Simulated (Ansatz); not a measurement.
input.yaml

```yaml
crystal:
  lattice:
    - [2.8161325216, 0.0, 0.0]
    - [-0.9387108405, 2.6550752037, 0.0]
    - [0.0, 0.0, 25.8980877261]
  atoms:
    - { symbol: Ti, position: [0.5, 0.5, 0.3282095609] }
    - { symbol: Ti, position: [0.0, 0.0, 0.416994594] }
    - { symbol: Ti, position: [0.5, 0.5, 0.5086216057] }
    - { symbol: Ti, position: [0.0, 0.0, 0.5900132953] }
    - { symbol: O, position: [0.0, 0.0, 0.6772784256] }
basis:
  ecutwfc: 500
kpoints:
  mp_grid: { grid: [11, 11, 1] }
hamiltonian:
  xc: r2scan
scf:
  occupations: { method: gaussian, width: 0.1 }
output:
  forces: true
  eigenvalues: true
relax:
  adjacent_minimum: "off"
  f_tol: 0.03
  max_steps: 70
  constraints: [{ sites: [0, 1] }]
efield:
  axis: 3
  dipole_correction: true
```

It can be run as
```bash
ansatz run input.yaml --threads 1 --pin off --backend cpu --events-out ev --progress --plain --runs-dir out  # memory cap (--max-ram) not shown
```

Level of theory: DFT r2SCAN, scalar-relativistic, plane waves, PAW (Ansatz 0.2.0).

From the run's log, abridged:

```
Pseudopotentials: kind: paw
Pseudopotential: Ti, paw, valence charge 12, recommended cutoff 500 eV (meta_gga)
Pseudopotential: O, paw, valence charge 6, recommended cutoff 500 eV (meta_gga)
Functional definition: r2SCAN
Crystal: 5 atoms, lattice volume = 193.641 Å³
Basis set: ecut = 500 eV, 4875 PW (Γ), exchange–correlation on 96×96×768 points (64 copies of the dense FFT grid, shifted against one another)
Bands: 33, of which v1, the nominal top of the filled ones, is band 27 counted from 1 (26 counted from 0)
Symmetry: 4 space group operations
Space group: Cmm2 (ITA 35), of the structure as read, at distance tolerance 5.8e-5 Å
k-points: 36 of 121
Initial density: superposition of atomic densities (neutral atoms: chi_scale 0, normalization atom), corrected by the library's trained network
Initial wavefunctions: pseudopotential atomic-orbital guess
Functional: x = r2scan, c = r2scan; τ floored in thin density (d = 2e-4 eV/Å³)
SCF iter   1: F=—  HF=-10580.701502 eV  |F-HF|=—  |Δ(HF+E_count)|=         —  Δρ=5.09e-2  dr2=4.23e1  dr2_τ=3.83e-1  ethr=1.77e-3  p=-0.209 e·Å  D=-1.96e-1 V/Å  ΔV_dip=5.07 eV  dr2_dipole=2.29e1  V_vac-E_F(+/−)=9.31/4.24 eV  ⟨swp⟩=8.0  Hψ=5828  notcnv=0
efield: sawtooth ramp at fractional position 0.9527 (placed from the atoms, in the widest stretch of the axis that holds none; the zero of the levels goes with the place), width 0.1000; the density the first Hamiltonian is built on has a dipole p = -0.209 e·Å; the dipole correction subtracts the counter field D = -1.96e-1 V/Å, which shifts the + side's vacuum level by +5.07 eV against the − side's; the planar-averaged density in the ramp window peaks in size at 1.1e-4 e/Å³
SCF iter   2: F=—  HF=-10580.795495 eV  |F-HF|=—  |Δ(HF+E_count)|=   9.40e-2  Δρ=5.69e-2  dr2=3.74e1  dr2_τ=1.68e0  ethr=1.77e-3  p=-0.253 e·Å  D=-2.37e-1 V/Å  ΔV_dip=6.13 eV  dr2_dipole=1.84e1  V_vac-E_F(+/−)=10.34/4.21 eV  ⟨swp⟩=4.4  Hψ=3012  notcnv=0  defer=16
SCF iter   3: F=—  HF=-10580.572337 eV  |F-HF|=—  |Δ(HF+E_count)|=   2.23e-1  Δρ=2.90e-2  dr2=1.05e1  dr2_τ=9.26e-2  ethr=1.77e-3  p=-0.238 e·Å  D=-2.22e-1 V/Å  ΔV_dip=5.76 eV  dr2_dipole=5.36e0  V_vac-E_F(+/−)=10.00/4.24 eV  ⟨swp⟩=2.6  Hψ=1564  notcnv=0  defer=20
SCF iter   4: F=—  HF=-10580.498806 eV  |F-HF|=—  |Δ(HF+E_count)|=   7.35e-2  Δρ=3.27e-3  dr2=3.96e-2  dr2_τ=7.21e-4  ethr=1.77e-3  p=-0.223 e·Å  D=-2.08e-1 V/Å  ΔV_dip=5.40 eV  dr2_dipole=1.97e-2  V_vac-E_F(+/−)=9.73/4.33 eV  ⟨swp⟩=2.1  Hψ=1521  notcnv=0  defer=18
SCF iter   5: F=—  HF=-10580.499692 eV  |F-HF|=—  |Δ(HF+E_count)|=   8.87e-4  Δρ=1.20e-3  dr2=5.89e-3  dr2_τ=3.20e-4  ethr=7.34e-5  p=-0.221 e·Å  D=-2.07e-1 V/Å  ΔV_dip=5.36 eV  dr2_dipole=6.88e-4  V_vac-E_F(+/−)=9.75/4.39 eV  ⟨swp⟩=2.1  Hψ=1680  notcnv=0  defer=12
SCF iter   6: F=—  HF=-10580.499435 eV  |F-HF|=—  |Δ(HF+E_count)|=   2.57e-4  Δρ=7.26e-4  dr2=4.27e-3  dr2_τ=3.29e-5  ethr=1.09e-5  p=-0.220 e·Å  D=-2.06e-1 V/Å  ΔV_dip=5.33 eV  dr2_dipole=1.70e-3  V_vac-E_F(+/−)=9.76/4.42 eV  ⟨swp⟩=2.0  Hψ=1501  notcnv=0  defer=12
SCF iter   7: F=—  HF=-10580.499483 eV  |F-HF|=—  |Δ(HF+E_count)|=   4.75e-5  Δρ=2.20e-4  dr2=3.14e-4  dr2_τ=3.10e-6  ethr=7.90e-6  p=-0.220 e·Å  D=-2.05e-1 V/Å  ΔV_dip=5.32 eV  dr2_dipole=9.10e-5  V_vac-E_F(+/−)=9.76/4.44 eV  ⟨swp⟩=1.8  Hψ=1251  notcnv=0  defer=12
SCF iter   8: F=-10580.499458 eV  HF=-10580.499475 eV  |F-HF|=1.77e-5  |Δ(HF+E_count)|=   7.73e-6  Δρ=5.65e-5  dr2=1.64e-5  dr2_τ=4.62e-7  ethr=4.17e-8  p=-0.219 e·Å  D=-2.05e-1 V/Å  ΔV_dip=5.31 eV  dr2_dipole=1.15e-5  V_vac-E_F(+/−)=9.76/4.45 eV  ⟨swp⟩=9.5  Hψ=6394  notcnv=0
SCF 1 converged in 8 iterations: F = -10580.499458 eV  dr2 = 1.64e-5
relax step   1: F+E_penalty+E_count = -10580.49945757 eV  Δ(F+E_penalty+E_count) = +0.000e0 eV  max|allowed force component| = 4.788e0 eV/Å  Δτ_max = 0.0000 Å  (8 SCF iters, dr2 threshold 2.25e-5 eV, accepted)
Initial density: handed on by an earlier stage of this run
Initial wavefunctions: those handed on with the density
SCF iter   1: F=—  HF=-10582.586894 eV  |F-HF|=—  |Δ(HF+E_count)|=         —  Δρ=4.25e-2  dr2=1.74e1  dr2_τ=3.61e0  ethr=3.10e-3  p=-0.219 e·Å  D=-2.05e-1 V/Å  ΔV_dip=5.31 eV  dr2_dipole=1.54e0  V_vac-E_F(+/−)=9.72/4.41 eV  ⟨swp⟩=5.9  Hψ=4204  notcnv=0  defer=6
efield: sawtooth ramp at fractional position 0.9527 (handed on by an earlier solve), width 0.1000; the density the first Hamiltonian is built on has a dipole p = -0.219 e·Å; the dipole correction subtracts the counter field D = -2.05e-1 V/Å, which shifts the + side's vacuum level by +5.31 eV against the − side's; the planar-averaged density in the ramp window peaks in size at 3.8e-6 e/Å³
SCF iter   2: F=—  HF=-10586.946829 eV  |F-HF|=—  |Δ(HF+E_count)|=    4.36e0  Δρ=1.51e-1  dr2=3.46e2  dr2_τ=4.34e0  ethr=3.10e-3  p=-0.282 e·Å  D=-2.63e-1 V/Å  ΔV_dip=6.82 eV  dr2_dipole=1.51e2  V_vac-E_F(+/−)=10.92/4.10 eV  ⟨swp⟩=4.2  Hψ=2665  notcnv=0  defer=18  recentre
SCF iter   3: F=—  HF=-10582.806865 eV  |F-HF|=—  |Δ(HF+E_count)|=    4.14e0  Δρ=3.28e-2  dr2=1.43e1  dr2_τ=6.50e-2  ethr=3.10e-3  p=-0.212 e·Å  D=-1.98e-1 V/Å  ΔV_dip=5.12 eV  dr2_dipole=4.42e0  V_vac-E_F(+/−)=9.64/4.52 eV  ⟨swp⟩=3.2  Hψ=2437  notcnv=0  defer=11
SCF iter   4: F=—  HF=-10582.523216 eV  |F-HF|=—  |Δ(HF+E_count)|=   2.84e-1  Δρ=2.00e-2  dr2=8.01e0  dr2_τ=7.34e-2  ethr=3.10e-3  p=-0.199 e·Å  D=-1.86e-1 V/Å  ΔV_dip=4.82 eV  dr2_dipole=3.46e0  V_vac-E_F(+/−)=9.33/4.50 eV  ⟨swp⟩=1.9  Hψ=1581  notcnv=0  defer=14
SCF iter   5: F=—  HF=-10582.401912 eV  |F-HF|=—  |Δ(HF+E_count)|=   1.21e-1  Δρ=7.83e-3  dr2=8.15e-2  dr2_τ=1.66e-3  ethr=3.10e-3  p=-0.207 e·Å  D=-1.94e-1 V/Å  ΔV_dip=5.02 eV  dr2_dipole=9.62e-3  V_vac-E_F(+/−)=9.47/4.45 eV  ⟨swp⟩=1.8  Hψ=1290  notcnv=0  defer=14
SCF iter   6: F=—  HF=-10582.397753 eV  |F-HF|=—  |Δ(HF+E_count)|=   4.16e-3  Δρ=4.99e-3  dr2=2.34e-1  dr2_τ=2.20e-3  ethr=1.51e-4  p=-0.217 e·Å  D=-2.03e-1 V/Å  ΔV_dip=5.25 eV  dr2_dipole=9.56e-2  V_vac-E_F(+/−)=9.69/4.43 eV  ⟨swp⟩=2.0  Hψ=1933  notcnv=0  defer=18
SCF iter   7: F=—  HF=-10582.397635 eV  |F-HF|=—  |Δ(HF+E_count)|=   1.18e-4  Δρ=3.98e-3  dr2=8.26e-2  dr2_τ=1.57e-3  ethr=1.51e-4  p=-0.219 e·Å  D=-2.04e-1 V/Å  ΔV_dip=5.29 eV  dr2_dipole=2.99e-2  V_vac-E_F(+/−)=9.75/4.45 eV  ⟨swp⟩=1.9  Hψ=1322  notcnv=0  defer=18
SCF iter   8: F=—  HF=-10582.396589 eV  |F-HF|=—  |Δ(HF+E_count)|=   1.05e-3  Δρ=4.46e-4  dr2=1.19e-3  dr2_τ=1.13e-4  ethr=1.51e-4  p=-0.219 e·Å  D=-2.04e-1 V/Å  ΔV_dip=5.29 eV  dr2_dipole=5.60e-4  V_vac-E_F(+/−)=9.74/4.44 eV  ⟨swp⟩=1.2  Hψ=1190  notcnv=0  defer=17
SCF iter   9: F=—  HF=-10582.396617 eV  |F-HF|=—  |Δ(HF+E_count)|=   2.80e-5  Δρ=4.83e-4  dr2=2.86e-3  dr2_τ=2.97e-5  ethr=2.20e-6  p=-0.219 e·Å  D=-2.05e-1 V/Å  ΔV_dip=5.30 eV  dr2_dipole=1.54e-3  V_vac-E_F(+/−)=9.75/4.45 eV  ⟨swp⟩=2.1  Hψ=1561  notcnv=0  defer=17
SCF iter  10: F=—  HF=-10582.396616 eV  |F-HF|=—  |Δ(HF+E_count)|=   6.93e-7  Δρ=3.39e-4  dr2=2.07e-3  dr2_τ=7.44e-6  ethr=2.20e-6  p=-0.219 e·Å  D=-2.05e-1 V/Å  ΔV_dip=5.30 eV  dr2_dipole=1.15e-3  V_vac-E_F(+/−)=9.75/4.45 eV  ⟨swp⟩=1.0  Hψ=1172  notcnv=0  defer=17
SCF iter  11: F=-10582.396577 eV  HF=-10582.396602 eV  |F-HF|=2.49e-5  |Δ(HF+E_count)|=   1.44e-5  Δρ=2.68e-5  dr2=1.66e-5  dr2_τ=1.25e-7  ethr=1.85e-7  p=-0.219 e·Å  D=-2.04e-1 V/Å  ΔV_dip=5.29 eV  dr2_dipole=9.03e-6  V_vac-E_F(+/−)=9.74/4.45 eV  ⟨swp⟩=10.6  Hψ=5608  notcnv=0
   ...
SCF iter   5: F=—  HF=-10583.676657 eV  |F-HF|=—  |Δ(HF+E_count)|=   5.99e-4  Δρ=4.95e-4  dr2=2.17e-3  dr2_τ=4.59e-5  ethr=3.44e-5  p=-0.196 e·Å  D=-1.83e-1 V/Å  ΔV_dip=4.74 eV  dr2_dipole=5.13e-5  V_vac-E_F(+/−)=9.17/4.43 eV  ⟨swp⟩=2.0  Hψ=1428  notcnv=0  defer=19
SCF iter   6: F=—  HF=-10583.676688 eV  |F-HF|=—  |Δ(HF+E_count)|=   3.19e-5  Δρ=1.93e-4  dr2=1.46e-4  dr2_τ=6.22e-6  ethr=4.01e-6  p=-0.195 e·Å  D=-1.82e-1 V/Å  ΔV_dip=4.72 eV  dr2_dipole=1.56e-5  V_vac-E_F(+/−)=9.16/4.43 eV  ⟨swp⟩=1.8  Hψ=1546  notcnv=0  defer=19
SCF iter   7: F=-10583.676679 eV  HF=-10583.676699 eV  |F-HF|=2.06e-5  |Δ(HF+E_count)|=   1.07e-5  Δρ=4.56e-5  dr2=1.77e-5  dr2_τ=4.06e-7  ethr=1.85e-7  p=-0.195 e·Å  D=-1.82e-1 V/Å  ΔV_dip=4.72 eV  dr2_dipole=7.40e-6  V_vac-E_F(+/−)=9.15/4.43 eV  ⟨swp⟩=9.3  Hψ=5807  notcnv=0
SCF 4 converged in 7 iterations: F = -10583.676679 eV  dr2 = 1.77e-5
relax step   4: F+E_penalty+E_count = -10583.67667857 eV  Δ(F+E_penalty+E_count) = -1.789e-1 eV  max|allowed force component| = 1.794e0 eV/Å  Δτ_max = 0.1929 Å  (7 SCF iters, dr2 threshold 1.00e-4 eV, accepted)
SCF iter   1: F=—  HF=-10583.437621 eV  |F-HF|=—  |Δ(HF+E_count)|=         —  Δρ=1.09e-2  dr2=1.80e0  dr2_τ=8.03e-1  ethr=3.10e-3  p=-0.195 e·Å  D=-1.82e-1 V/Å  ΔV_dip=4.72 eV  dr2_dipole=1.99e-1  V_vac-E_F(+/−)=9.17/4.46 eV  ⟨swp⟩=3.8  Hψ=2944  notcnv=0  defer=13
efield: sawtooth ramp at fractional position 0.9527 (handed on by an earlier solve), width 0.1000; the density the first Hamiltonian is built on has a dipole p = -0.195 e·Å; the dipole correction subtracts the counter field D = -1.82e-1 V/Å, which shifts the + side's vacuum level by +4.72 eV against the − side's; the planar-averaged density in the ramp window peaks in size at 3.3e-6 e/Å³
SCF iter   2: F=—  HF=-10583.737353 eV  |F-HF|=—  |Δ(HF+E_count)|=   3.00e-1  Δρ=6.90e-3  dr2=1.61e-1  dr2_τ=8.74e-3  ethr=3.10e-3  p=-0.177 e·Å  D=-1.65e-1 V/Å  ΔV_dip=4.27 eV  dr2_dipole=2.28e-3  V_vac-E_F(+/−)=8.71/4.44 eV  ⟨swp⟩=2.0  Hψ=1780  notcnv=0  defer=18
SCF iter   3: F=—  HF=-10583.732476 eV  |F-HF|=—  |Δ(HF+E_count)|=   4.88e-3  Δρ=5.49e-3  dr2=1.27e-1  dr2_τ=8.11e-3  ethr=2.99e-4  p=-0.192 e·Å  D=-1.79e-1 V/Å  ΔV_dip=4.65 eV  dr2_dipole=2.40e-4  V_vac-E_F(+/−)=9.09/4.44 eV  ⟨swp⟩=3.1  Hψ=2202  notcnv=0  defer=18
SCF iter   4: F=—  HF=-10583.723766 eV  |F-HF|=—  |Δ(HF+E_count)|=   8.71e-3  Δρ=1.24e-3  dr2=1.22e-2  dr2_τ=5.08e-4  ethr=2.35e-4  p=-0.185 e·Å  D=-1.73e-1 V/Å  ΔV_dip=4.49 eV  dr2_dipole=7.20e-5  V_vac-E_F(+/−)=8.93/4.44 eV  ⟨swp⟩=2.0  Hψ=1658  notcnv=0  defer=18
SCF iter   5: F=—  HF=-10583.723579 eV  |F-HF|=—  |Δ(HF+E_count)|=   1.87e-4  Δρ=4.96e-4  dr2=2.68e-3  dr2_τ=3.44e-5  ethr=2.25e-5  p=-0.185 e·Å  D=-1.73e-1 V/Å  ΔV_dip=4.47 eV  dr2_dipole=4.37e-5  V_vac-E_F(+/−)=8.91/4.43 eV  ⟨swp⟩=1.8  Hψ=1622  notcnv=0  defer=18
SCF iter   6: F=—  HF=-10583.723641 eV  |F-HF|=—  |Δ(HF+E_count)|=   6.16e-5  Δρ=1.49e-4  dr2=3.24e-4  dr2_τ=2.54e-6  ethr=4.96e-6  p=-0.184 e·Å  D=-1.72e-1 V/Å  ΔV_dip=4.46 eV  dr2_dipole=9.67e-5  V_vac-E_F(+/−)=8.89/4.43 eV  ⟨swp⟩=1.7  Hψ=1341  notcnv=0  defer=18
SCF iter   7: F=-10583.723565 eV  HF=-10583.723653 eV  |F-HF|=8.75e-5  |Δ(HF+E_count)|=   1.15e-5  Δρ=5.72e-5  dr2=7.13e-5  dr2_τ=3.40e-7  ethr=1.85e-7  p=-0.184 e·Å  D=-1.72e-1 V/Å  ΔV_dip=4.46 eV  dr2_dipole=2.11e-5  V_vac-E_F(+/−)=8.88/4.43 eV  ⟨swp⟩=8.9  Hψ=5685  notcnv=0
SCF 5 converged in 7 iterations: F = -10583.723565 eV  dr2 = 7.13e-5
relax step   5: F+E_penalty+E_count = -10583.72356509 eV  Δ(F+E_penalty+E_count) = -4.689e-2 eV  max|allowed force component| = 1.221e-1 eV/Å  Δτ_max = 0.0977 Å  (7 SCF iters, dr2 threshold 1.00e-4 eV, accepted)
SCF iter   1: F=—  HF=-10583.720072 eV  |F-HF|=—  |Δ(HF+E_count)|=         —  Δρ=1.21e-3  dr2=1.79e-2  dr2_τ=8.72e-3  ethr=3.70e-4  p=-0.184 e·Å  D=-1.72e-1 V/Å  ΔV_dip=4.46 eV  dr2_dipole=8.57e-5  V_vac-E_F(+/−)=8.89/4.43 eV  ⟨swp⟩=1.8  Hψ=1848  notcnv=0  defer=9
efield: sawtooth ramp at fractional position 0.9527 (handed on by an earlier solve), width 0.1000; the density the first Hamiltonian is built on has a dipole p = -0.184 e·Å; the dipole correction subtracts the counter field D = -1.72e-1 V/Å, which shifts the + side's vacuum level by +4.46 eV against the − side's; the planar-averaged density in the ramp window peaks in size at 3.2e-6 e/Å³
SCF iter   2: F=—  HF=-10583.724194 eV  |F-HF|=—  |Δ(HF+E_count)|=   4.12e-3  Δρ=1.02e-3  dr2=4.14e-3  dr2_τ=1.81e-4  ethr=3.32e-5  p=-0.183 e·Å  D=-1.71e-1 V/Å  ΔV_dip=4.42 eV  dr2_dipole=1.56e-4  V_vac-E_F(+/−)=8.84/4.42 eV  ⟨swp⟩=2.0  Hψ=1677  notcnv=0  defer=8
SCF iter   3: F=—  HF=-10583.723971 eV  |F-HF|=—  |Δ(HF+E_count)|=   2.23e-4  Δρ=4.95e-4  dr2=9.70e-4  dr2_τ=7.33e-5  ethr=7.67e-6  p=-0.184 e·Å  D=-1.72e-1 V/Å  ΔV_dip=4.45 eV  dr2_dipole=4.64e-5  V_vac-E_F(+/−)=8.88/4.42 eV  ⟨swp⟩=2.1  Hψ=1504  notcnv=0  defer=8
SCF iter   4: F=—  HF=-10583.723928 eV  |F-HF|=—  |Δ(HF+E_count)|=   4.35e-5  Δρ=1.44e-4  dr2=2.01e-4  dr2_τ=7.42e-6  ethr=1.80e-6  p=-0.184 e·Å  D=-1.72e-1 V/Å  ΔV_dip=4.44 eV  dr2_dipole=2.03e-7  V_vac-E_F(+/−)=8.87/4.42 eV  ⟨swp⟩=2.9  Hψ=1626  notcnv=0  defer=8
SCF iter   5: F=—  HF=-10583.723914 eV  |F-HF|=—  |Δ(HF+E_count)|=   1.41e-5  Δρ=5.31e-5  dr2=3.20e-5  dr2_τ=3.61e-7  ethr=3.72e-7  p=-0.184 e·Å  D=-1.72e-1 V/Å  ΔV_dip=4.45 eV  dr2_dipole=3.46e-7  V_vac-E_F(+/−)=8.87/4.42 eV  ⟨swp⟩=2.0  Hψ=1405  notcnv=0  defer=8
SCF iter   6: F=—  HF=-10583.723913 eV  |F-HF|=—  |Δ(HF+E_count)|=   3.68e-7  Δρ=2.08e-5  dr2=2.78e-6  dr2_τ=3.75e-8  ethr=5.92e-8  p=-0.184 e·Å  D=-1.72e-1 V/Å  ΔV_dip=4.45 eV  dr2_dipole=6.67e-7  V_vac-E_F(+/−)=8.87/4.42 eV  ⟨swp⟩=1.9  Hψ=1457  notcnv=0  defer=8
SCF iter   7: F=-10583.723913 eV  HF=-10583.723914 eV  |F-HF|=1.03e-6  |Δ(HF+E_count)|=   2.51e-7  Δρ=7.53e-6  dr2=8.90e-7  dr2_τ=6.40e-9  ethr=1.73e-9  p=-0.184 e·Å  D=-1.72e-1 V/Å  ΔV_dip=4.45 eV  dr2_dipole=2.83e-7  V_vac-E_F(+/−)=8.86/4.42 eV  ⟨swp⟩=9.4  Hψ=5492  notcnv=0
SCF 6 converged in 7 iterations: F = -10583.723913 eV  dr2 = 8.90e-7
relax step   6: F+E_penalty+E_count = -10583.72391266 eV  Δ(F+E_penalty+E_count) = -3.476e-4 eV  max|allowed force component| = 8.860e-3 eV/Å  Δτ_max = 0.0096 Å  (7 SCF iters, dr2 threshold 9.32e-7 eV, accepted)
SCF iter   1: F=—  HF=-10583.723914 eV  |F-HF|=—  |Δ(HF+E_count)|=         —  Δρ=7.52e-6  dr2=8.91e-7  dr2_τ=6.40e-9  ethr=1.66e-9  p=-0.184 e·Å  D=-1.72e-1 V/Å  ΔV_dip=4.45 eV  dr2_dipole=2.84e-7  V_vac-E_F(+/−)=8.86/4.42 eV  ⟨swp⟩=1.0  Hψ=3240  notcnv=0
efield: sawtooth ramp at fractional position 0.9527 (handed on by an earlier solve), width 0.1000; the density the first Hamiltonian is built on has a dipole p = -0.184 e·Å; the dipole correction subtracts the counter field D = -1.72e-1 V/Å, which shifts the + side's vacuum level by +4.45 eV against the − side's; the planar-averaged density in the ramp window peaks in size at 3.2e-6 e/Å³
SCF iter   2: F=—  HF=-10583.723914 eV  |F-HF|=—  |Δ(HF+E_count)|=   4.18e-8  Δρ=6.82e-6  dr2=2.34e-7  dr2_τ=8.82e-9  ethr=1.65e-9  p=-0.184 e·Å  D=-1.72e-1 V/Å  ΔV_dip=4.45 eV  dr2_dipole=7.34e-8  V_vac-E_F(+/−)=8.86/4.42 eV  ⟨swp⟩=2.0  Hψ=1317  notcnv=0
SCF iter   3: F=—  HF=-10583.723914 eV  |F-HF|=—  |Δ(HF+E_count)|=   1.79e-9  Δρ=7.78e-6  dr2=2.84e-7  dr2_τ=1.33e-8  ethr=1.85e-10  p=-0.184 e·Å  D=-1.72e-1 V/Å  ΔV_dip=4.45 eV  dr2_dipole=5.80e-9  V_vac-E_F(+/−)=8.87/4.42 eV  ⟨swp⟩=5.5  Hψ=4242  notcnv=0
SCF iter   4: F=-10583.723914 eV  HF=-10583.723914 eV  |F-HF|=2.93e-9  |Δ(HF+E_count)|=  6.68e-10  Δρ=1.72e-6  dr2=1.07e-8  dr2_τ=7.43e-10  ethr=1.85e-10  p=-0.184 e·Å  D=-1.72e-1 V/Å  ΔV_dip=4.45 eV  dr2_dipole=9.51e-10  V_vac-E_F(+/−)=8.86/4.42 eV  ⟨swp⟩=3.3  Hψ=4151  notcnv=0
SCF 7 converged in 4 iterations: F = -10583.723914 eV  dr2 = 1.07e-8
relax step   7: F+E_penalty+E_count = -10583.72391373 eV  Δ(F+E_penalty+E_count) = -1.069e-6 eV  max|allowed force component| = 9.057e-3 eV/Å  Δτ_max = 0.0000 Å  (4 SCF iters, accepted)
SCF iter   1: F=—  HF=-10583.723914 eV  |F-HF|=—  |Δ(HF+E_count)|=         —  Δρ=1.72e-6  dr2=1.07e-8  dr2_τ=7.43e-10  ethr=1.96e-11  p=-0.184 e·Å  D=-1.72e-1 V/Å  ΔV_dip=4.45 eV  dr2_dipole=9.49e-10  V_vac-E_F(+/−)=8.86/4.42 eV  ⟨swp⟩=1.1  Hψ=6159  notcnv=0
efield: sawtooth ramp at fractional position 0.9527 (kept from the solve that this one continues, or follows in the run), width 0.1000; the density the first Hamiltonian is built on has a dipole p = -0.184 e·Å; the dipole correction subtracts the counter field D = -1.72e-1 V/Å, which shifts the + side's vacuum level by +4.45 eV against the − side's; the planar-averaged density in the ramp window peaks in size at 3.2e-6 e/Å³
SCF iter   2: F=-10583.723914 eV  HF=-10583.723914 eV  |F-HF|=2.36e-8  |Δ(HF+E_count)|=   2.78e-9  Δρ=2.92e-6  dr2=3.07e-8  dr2_τ=1.59e-9  ethr=1.96e-11  p=-0.184 e·Å  D=-1.72e-1 V/Å  ΔV_dip=4.45 eV  dr2_dipole=1.27e-11  V_vac-E_F(+/−)=8.87/4.42 eV  ⟨swp⟩=5.1  Hψ=4211  notcnv=0
SCF 8 converged in 2 iterations: F = -10583.723914 eV  dr2 = 3.07e-8
SCF converged after 2 iterations
Free energy (F): -10583.723914 eV
Harris-Foulkes:  -10583.723914 eV  (|F-HF|=2.36e-8)
Internal energy: -10583.674023 eV  (E = F + TS)
E sigma→0 (E₀):  -10583.698968 eV
Entropy (-TS):   -0.049890 eV (-9.978 meV/atom)
Fermi energy:    0.820048 eV
Dipole field:    D = -0.171774 V/Å  (p = -0.183820 e·Å, saw-weighted, corrected)
Work function:   Φ+ = 8.8648 eV   Φ− = 4.4161 eV
Levels:          The Fermi level and band energies are counted from a zero that moves with the ramp; work functions are not
--- Per-component energies (eV) ---
  E_band       = -1312.303425
  E_kinetic    = 1267.779141
  E_local      = -60137.338234  (includes V_loc(G=0)·N_el)
  E_nonlocal   = 79.468052
  E_hartree    = 29416.579523
  E_xc         = -442.732762
  E_vxc        = -634.895345  (∫ρ·V_xc dr)
  E_paw        = -4388.299523  (= ΣΔE_a)
  E_vpaw       = -759.919572  (= ΣTr[D̂ρ^β])
  E_aug_tail   = 0.001336  (compensation charges beyond the density's cutoff)
  E_vtau       = 44.206427  (kinetic-family band-sum trace: ∫τ·v_τ [+ j·A + Jᵃ·Aᵃ] dr)
  E_efield     = 0.015788  (sawtooth field / dipole correction)
  E_vefield    = -4.738213  (∫n·V_field dr)
  E_ewald      = 23621.898426
  E_core_change = -1.045770  (= ΣΔE_core)
  E_smearing   = -0.049890  (= −TS)
--- Forces (eV/Å), atoms counted from 1 ---
  atom   1  Ti     0.00000000     0.00000000     0.35801521
  atom   2  Ti     0.00000000     0.00000000    -0.35921336
  atom   3  Ti     0.00000000     0.00000000    -0.00225727
  atom   4  Ti     0.00000000     0.00000000    -0.00546623
  atom   5  O      0.00000000     0.00000000     0.00880317
--- Band table (eV; the first three rows and the last of 36) ---
  k-point 0: bands = ["-58.3194", "-58.0857", "-57.9799", "-57.5358", "-33.6586", "-33.4834", "-33.2697", "-33.2113", "-33.1483", "-33.0902", "-32.9857", "-32.9214", "-32.8733", "-32.8556", "-32.5697", "-32.4836", "-16.5978", "-5.1207", "-3.9879", "-2.5646", "-2.2731", "-1.4166", "-0.8325", "-0.4615", "0.5689", "0.8319", "0.9334", "1.4783", "1.4866", "1.8136", "1.8568", "2.2851", "2.5667"]
  k-point 1: bands = ["-58.3135", "-58.0789", "-57.9757", "-57.5303", "-33.6476", "-33.4777", "-33.2976", "-33.2192", "-33.1686", "-33.1015", "-32.9888", "-32.9414", "-32.8905", "-32.8761", "-32.5935", "-32.5024", "-16.5635", "-4.9057", "-3.7905", "-2.3807", "-2.2011", "-1.2990", "-0.9871", "-0.5504", "0.5726", "0.8440", "0.9287", "1.2940", "1.4797", "1.7270", "1.9047", "2.1937", "2.6469"]
  k-point 2: bands = ["-58.2976", "-58.0604", "-57.9643", "-57.5155", "-33.6201", "-33.4676", "-33.3836", "-33.2664", "-33.1974", "-33.1339", "-33.0280", "-32.9901", "-32.9226", "-32.8969", "-32.6846", "-32.5234", "-16.4697", "-4.2968", "-3.2519", "-2.1387", "-1.8737", "-1.4767", "-0.8671", "-0.6367", "0.4905", "0.7881", "0.8503", "0.9996", "1.3688", "1.5207", "1.8223", "2.2975", "2.9931"]
  k-point 35: bands = ["-58.1996", "-57.9589", "-57.8719", "-57.4186", "-33.7478", "-33.5125", "-33.5113", "-33.4986", "-33.3927", "-33.3376", "-33.3137", "-33.1487", "-33.1111", "-33.0657", "-32.9606", "-32.8058", "-15.9113", "-3.1574", "-1.8471", "-1.8116", "-1.3792", "-1.1728", "-1.1329", "-0.7491", "-0.6251", "-0.2744", "0.8230", "0.8923", "2.0513", "2.4242", "2.9727", "3.3854", "3.6670"]
--- Relaxed structure (7 steps of the walk, 7 accepted, 0 SCFs on fresh bases) ---
  F+E_penalty+E_count = -10583.72391373 eV   max|allowed force component| = 9.057e-3 eV/Å
  atoms:
    - { symbol: Ti, position: [0.5, 0.50000000, 0.32820956] }
    - { symbol: Ti, position: [0.0, 0.0, 0.41699459] }
    - { symbol: Ti, position: [0.5, 0.50000000, 0.50464070] }
    - { symbol: Ti, position: [0.0, 0.0, 0.59504639] }
    - { symbol: O, position: [0.0, 0.0, 0.65621406] }
```

The relaxation met its thresholds.

Spin polarisation was left out, and a magnetic state may lie lower.